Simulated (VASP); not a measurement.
# GaN (rocksalt): a r²SCAN single-point calculation in VASP

INCAR

```
ALGO = Normal
ISMEAR = 0
NSW = 0
NELM = 120
EDIFF = 1E-7
LASPH = .TRUE.
IBRION = -1
LELF = .TRUE.
LWAVE = .FALSE.
PREC = Accurate
LCHARG = .TRUE.
LREAL = .FALSE.
NBANDS = 16
ISIF = 2
ENCUT = 520
SIGMA = 0.01
METAGGA = R2SCAN
```

KPOINTS

```
KPOINTS created by Atomic Simulation Environment
0
Gamma
10 10 10
0 0 0
```

KPOINTS_OPT

```
special points
8
Reciprocal
0.0000000000 0.0000000000 0.0000000000 1
0.5000000000 0.0000000000 0.5000000000 1
0.6250000000 0.2500000000 0.6250000000 1
0.3750000000 0.3750000000 0.7500000000 1
0.5000000000 0.5000000000 0.5000000000 1
0.5000000000 0.2500000000 0.7500000000 1
0.0000000000 0.1744790000 -0.1770830000 1
0.0000000000 0.5000000000 0.5000000000 1
```

POSCAR

```
Ga N
 1.0000000000000000
     0.0000000000000000    2.1085152342992446    2.1085152342992446
     2.1085152342992446    0.0000000000000000    2.1085152342992446
     2.1085152342992446    2.1085152342992446    0.0000000000000000
 Ga  N
   1   1
Cartesian
 -0.0000000000000000  0.0000000000000000 -0.0000000000000000
  2.1085152342992446  2.1085152342992446  2.1085152342992446
```

VASP ran with the recommended PBE PAW datasets (18 valence electrons in the cell).

Command

```
mpirun -np 1 vasp_std
```

From OUTCAR

```
k-points           NKPTS =     47   k-points in BZ     NKDIM =     47   number of bands    NBANDS=     16

   NELECT =      18.0000    total number of electrons

   dimension x,y,z NGX =    24 NGY =   24 NGZ =   24
   dimension x,y,z NGXF=    48 NGYF=   48 NGZF=   48

  energy-cutoff  :      520.00
  volume of cell :       18.75
      direct lattice vectors                 reciprocal lattice vectors
     0.000000000  2.108515234  2.108515234    -0.237133691  0.237133691  0.237133691
     2.108515234  0.000000000  2.108515234     0.237133691 -0.237133691  0.237133691
     2.108515234  2.108515234  0.000000000     0.237133691  0.237133691 -0.237133691

 k-points in reciprocal lattice and weights: KPOINTS created by Atomic Simulation Env
   0.00000000  0.00000000  0.00000000       0.001
   0.10000000  0.00000000  0.00000000       0.008
   0.20000000  0.00000000  0.00000000       0.008
   0.30000000  0.00000000  0.00000000       0.008
   0.40000000  0.00000000  0.00000000       0.008
   0.50000000  0.00000000  0.00000000       0.004
   0.10000000  0.10000000  0.00000000       0.006
   0.20000000  0.10000000  0.00000000       0.024
   ...

 E-fermi :   7.8343

 k-point     1 :       0.0000    0.0000    0.0000
  band No.  band energies     occupation
      1     -10.3895      2.00000
      2      -6.6375      2.00000
      3      -6.6375      2.00000
      4      -6.6375      2.00000
      5      -6.5679      2.00000
      6      -6.5679      2.00000
      7       7.2121      2.00000
      8       7.2121      2.00000
      9       7.2122      2.00000
     10      10.6204      0.00000
     11      23.2377      0.00000
     12      23.2377      0.00000
     13      23.2377      0.00000
     14      24.7667      0.00000
     15      24.7669      0.00000
     16      24.7669      0.00000

 k-point     2 :       0.1000    0.0000    0.0000
  band No.  band energies     occupation
      1     -10.1922      2.00000
      2      -6.6453      2.00000
      3      -6.6303      2.00000
      4      -6.6302      2.00000
      5      -6.5799      2.00000
      6      -6.5798      2.00000
      7       6.0440      2.00000
      8       7.2355      2.00000
      9       7.2355      2.00000
     10      11.5706      0.00000
     11      20.9134      0.00000
     12      22.5768      0.00000
     13      22.5769      0.00000
     14      24.6516      0.00000
     15      24.6517      0.00000
     16      24.6552      0.00000

 k-point     3 :       0.2000    0.0000    0.0000
  band No.  band energies     occupation
      1      -9.6216      2.00000
      2      -6.6722      2.00000
      3      -6.6722      2.00000
      4      -6.6669      2.00000
      5      -6.5497      2.00000
      6      -6.5496      2.00000
      7       3.9510      2.00000
      8       7.3058      2.00000
      9       7.3059      2.00000
     10      12.9003      0.00000
     11      18.8602      0.00000
     12      20.7785      0.00000
     13      20.7786      0.00000
     14      24.3742      0.00000
     15      25.6715      0.00000
     16      25.6716      0.00000

 k-point     4 :       0.3000    0.0000    0.0000
  band No.  band energies     occupation
      1      -8.7591      2.00000
      2      -6.7471      2.00000
      3      -6.7471      2.00000
      4      -6.7002      2.00000
      5      -6.4878      2.00000
      6      -6.4878      2.00000
      7       1.8195      2.00000
      8       7.4133      2.00000
      9       7.4134      2.00000
     10      13.4618      0.00000
     11      18.0246      0.00000
     12      19.1079      0.00000
     13      19.1080      0.00000
     14      24.4305      0.00000
     15      27.5604      0.00000
     16      27.5605      0.00000

 k-point     5 :       0.4000    0.0000    0.0000
  band No.  band energies     occupation
      1      -7.8142      2.00000
      2      -6.8087      2.00000
      3      -6.8086      2.00000
      4      -6.7574      2.00000
      5      -6.4356      2.00000
      6      -6.4356      2.00000
      7       0.0849      2.00000
      8       7.5199      2.00000
      9       7.5199      2.00000
     10      13.2926      0.00000
     11      17.9907      0.00000
     12      17.9909      0.00000
     13      18.0650      0.00000
     14      24.9386      0.00000
     15      30.0549      0.00000
     16      30.0551      0.00000

 k-point     6 :       0.5000    0.0000    0.0000
  band No.  band energies     occupation
      1      -7.2919      2.00000
      2      -6.8447      2.00000
      3      -6.8321      2.00000
      4      -6.8321      2.00000
      5      -6.4155      2.00000
      6      -6.4154      2.00000
      7      -0.6431      2.00000
      8       7.5658      2.00000
      9       7.5658      2.00000
     10      13.1423      0.00000
     11      17.5981      0.00000
     12      17.5982      0.00000
     13      18.1598      0.00000
     14      25.3077      0.00000
     15      32.2460      0.00000
     16      32.2463      0.00000

 k-point     7 :       0.1000    0.1000    0.0000
  band No.  band energies     occupation
      1     -10.1314      2.00000
      2      -6.6542      2.00000
      3      -6.6182      2.00000
      4      -6.6166      2.00000
      5      -6.6166      2.00000
      6      -6.5573      2.00000
      7       6.2036      2.00000
      8       6.9522      2.00000
      9       6.9522      2.00000
     10      11.9108      0.00000
     11      21.1144      0.00000
     12      21.6025      0.00000
     13      22.3583      0.00000
     14      22.3583      0.00000
     15      26.7638      0.00000
     16      26.7638      0.00000

 k-point     8 :       0.2000    0.1000    0.0000
  band No.  band energies     occupation
      1      -9.7032      2.00000
      2      -6.6756      2.00000
      3      -6.6696      2.00000
      4      -6.6195      2.00000
      5      -6.5728      2.00000
      6      -6.5326      2.00000
      7       4.6311      2.00000
      8       6.7651      2.00000
      9       7.0480      2.00000
     10      13.0727      0.00000
     11      19.0649      0.00000
     12      19.7706      0.00000
     13      21.6132      0.00000
     14      22.9928      0.00000
     15      26.9546      0.00000
     16      27.6302      0.00000

 k-point     9 :       0.3000    0.1000    0.0000
  band No.  band energies     occupation
      1      -8.9821      2.00000
      2      -6.7342      2.00000
      3      -6.6799      2.00000
      4      -6.6767      2.00000
      5      -6.4925      2.00000
      6      -6.4756      2.00000
      7       2.5938      2.00000
      8       6.7438      2.00000
      9       7.1198      2.00000
     10      13.9177      0.00000
     11      17.2416      0.00000
     12      18.9566      0.00000
     13      20.3230      0.00000
     14      23.9994      0.00000
     15      27.2529      0.00000
     16      28.9409      0.00000

 k-point    10 :       0.4000    0.1000    0.0000
  band No.  band energies     occupation
      1      -8.1735      2.00000
      2      -6.7793      2.00000
      3      -6.7467      2.00000
      4      -6.6562      2.00000
      5      -6.4271      2.00000
      6      -6.3623      2.00000
      7       0.7304      2.00000
      8       6.9028      2.00000
      9       6.9915      2.00000
     10      14.0316      0.00000
     11      16.2102      0.00000
     12      19.0515      0.00000
     13      19.0631      0.00000
     14      24.9798      0.00000
     15      28.4453      0.00000
     16      31.0472      0.00000

 k-point    11 :       0.5000    0.1000    0.0000
  band No.  band energies     occupation
      1      -7.6738      2.00000
      2      -6.8075      2.00000
      3      -6.7976      2.00000
      4      -6.6106      2.00000
      5      -6.4116      2.00000
      6      -6.1890      2.00000
      7      -0.3933      2.00000
      8       6.7199      2.00000
      9       7.1902      2.00000
     10      13.9087      0.00000
     11      15.9073      0.00000
     12      18.2211      0.00000
     13      19.3173      0.00000
     14      25.9199      0.00000
     15      29.8994      0.00000
     16      32.2791      0.00000

 k-point    12 :      -0.4000    0.1000    0.0000
  band No.  band energies     occupation
      1      -7.7474      2.00000
      2      -6.8118      2.00000
      3      -6.8090      2.00000
      4      -6.6242      2.00000
      5      -6.4364      2.00000
      6      -6.2223      2.00000
      7      -0.1382      2.00000
      8       6.4303      2.00000
      9       7.4932      2.00000
     10      13.9933      0.00000
     11      16.1895      0.00000
     12      18.0065      0.00000
     13      19.2564      0.00000
     14      26.1167      0.00000
     15      29.6029      0.00000
     16      30.8634      0.00000

 ...

  Total        0.1583490      0.1583490      0.1583490     -0.0000000      0.0000000      0.0000000
  in kB       13.5321181     13.5321181     13.5321181     -0.0000000      0.0000000      0.0000000
  external PRESSURE =      13.5321181 kB  Pullay stress =       0.0000000 kB

 POSITION                                       TOTAL-FORCE (eV/Angst)
 -----------------------------------------------------------------------------------
      0.00000      0.00000      0.00000        -0.000000      0.000000     -0.000000
      2.10852      2.10852      2.10852         0.000000     -0.000000      0.000000
 -----------------------------------------------------------------------------------
    total drift:                                0.000000     -0.000000     -0.000000

  FREE ENERGIE OF THE ION-ELECTRON SYSTEM (eV)
  ---------------------------------------------------
  free  energy   TOTEN  =       -20.9760764463 eV

  energy  without entropy=      -20.9760764463  energy(sigma->0) =      -20.97607645
```

| Quantity | Value |
| --- | --- |
| gap between bands v and c | 1.14 eV |
| least direct gap | 3.41 eV |
| pressure | 1.4 GPa |

Band v is the last that the valence electrons fill when counted band by band, and c is the next.

The run took about 44 s on one core of a shared host (Intel Xeon Platinum 8488C) and held 0.16 GiB at most.
